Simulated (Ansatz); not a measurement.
**Step by step: NaI, relaxation of cell and atoms**

Theory: Ansatz 0.2.0, DFT, PBE, PAW with Ansatz's default frozen-core files, scalar-relativistic.

Command: `ansatz run input.yaml --threads 1 --pin off --max-ram 2048MiB --backend cpu --events-out ev --progress --plain --runs-dir out` The run took 20 s on 1 thread of Arm Neoverse V2, with other jobs on the host.

```yaml
crystal:
  lattice:
    - [0.0, 2.9445924277, 2.9445924277]
    - [2.9445924277, 0.0, 2.9445924277]
    - [2.9445924277, 2.9445924277, 0.0]
  atoms:
    - { symbol: Na, position: [0.0, 0.0, 0.0] }
    - { symbol: I, position: [0.5, 0.5, 0.5] }
kpoints:
  mp_grid: { grid: [11, 11, 11] }
scf:
  occupations: { method: fermi_dirac, width: 0.08 }
hamiltonian:
  xc: pbe
  pseudopotentials: { kind: paw }
output:
  forces: true
  stress: true
relax:
  f_tol: 0.005
  max_steps: 80
  cell: {}
```

Spin–orbit coupling is left out, though it moves levels of the heavy atoms by tenths of an eV or more.

The cell is built from the rocksalt type as a first guess.

The cutoff is 420 eV; energies and pressures of the walk include the program's estimate of the Pulay term.

Each frame lists the cell vectors (Å), then Cartesian positions (Å); symmetry keeps all forces zero. Free energies count from the first step, -9001.4668 eV.

The walk took 9 evaluations in all; steps that aren't listed are left out.

Step 1: E = 0.0 meV, P = 9.70 GPa

```
cell 0.0000 2.9446 2.9446 2.9446 0.0000 2.9446 2.9446 2.9446 0.0000
Na    0.0000    0.0000    0.0000
I     2.9446    2.9446    2.9446
```

Step 2: E = -311.4 meV, P = 3.73 GPa

```
cell 0.0000 3.0881 3.0881 3.0881 0.0000 3.0881 3.0881 3.0881 0.0000
Na    0.0000    0.0000    0.0000
I     3.0881    3.0881    3.0881
```

Step 3: E = -399.7 meV, P = 1.05 GPa

```
cell 0.0000 3.1931 3.1931 3.1931 0.0000 3.1931 3.1931 3.1931 0.0000
Na    0.0000    0.0000    0.0000
I     3.1931    3.1931    3.1931
```

Step 4: E = -409.8 meV, P = 0.14 GPa

```
cell 0.0000 3.2384 3.2384 3.2384 0.0000 3.2384 3.2384 3.2384 0.0000
Na    0.0000    0.0000    0.0000
I     3.2384    3.2384    3.2384
```

Step 5: E = -410.0 meV, P = 0.00 GPa

```
cell 0.0000 3.2458 3.2458 3.2458 0.0000 3.2458 3.2458 3.2458 0.0000
Na    0.0000    0.0000    0.0000
I     3.2458    3.2458    3.2458
```

Step 6: E = -417.2 meV, P = 0.27 GPa (the cell of the step before, solved again on a basis chosen afresh, hence the jump)

Step 7: E = -418.1 meV, P = 0.07 GPa

```
cell 0.0000 3.2601 3.2601 3.2601 0.0000 3.2601 3.2601 3.2601 0.0000
Na    0.0000    0.0000    0.0000
I     3.2601    3.2601    3.2601
```

Q: How does the relaxation end?

A: It converges, with a = 6.528 Å, b = 6.528 Å, c = 6.528 Å, α = 90.00°, β = 90.00°, γ = 90.00° (conventional cell, space group Fm-3m). The last solve (on a basis chosen afresh for the final cell, so its energy is not quite comparable) gives E = -418.2 meV, P = 0.00 GPa:
```
cell 0.0000 3.2642 3.2642 3.2642 0.0000 3.2642 3.2642 3.2642 0.0000
Na    0.0000    0.0000    0.0000
I     3.2642    3.2642    3.2642
```
